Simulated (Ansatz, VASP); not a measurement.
# CdF2 in VASP and in Ansatz

```
Cd F
1.0
     0.00000    2.64883    2.64883
     2.64883    0.00000    2.64883
     2.64883    2.64883    0.00000
Cd F
1 2
Cartesian
  0.0000 -0.6000 -0.3000
  1.3244 1.3244 1.3244
  3.9732 3.9732 3.9732
```

Alike in both runs: task single point; functional LDA; k mesh 8 × 8 × 8; occupations gaussian, width 0.05 eV; no spin polarisation.

|  | VASP | Ansatz |
| --- | --- | --- |
| version | VASP 6.6.1 | Ansatz 0.2.0 |
| potentials or method | VASP PAW LDA potentials, release 64 (Cd, F) | scalar-relativistic, plane waves, PAW |
| plane-wave cutoff (eV) | 520 | 420 |
| valence electrons in the cell | 26 | 34 |

|  | VASP | Ansatz | Ansatz less VASP |
| --- | --- | --- | --- |
| gap on the k mesh at the Fermi level (eV) | 1.97 | 2.02 | +0.051 |
| least direct gap on the mesh (eV) | 3.26 | 3.29 | +0.027 |
| rms of the force components (eV/Å) | 4.443 | 4.010 | -0.4327 |

Atom by atom the forces differ by 0.433 eV/Å (rms over components). The two sets of potentials don't hold the same shells in valence.

Caveats: forces of over 1 eV/Å show positions far from the minimum, so gaps and moduli don't describe the material at rest. A k mesh can miss the band edges.
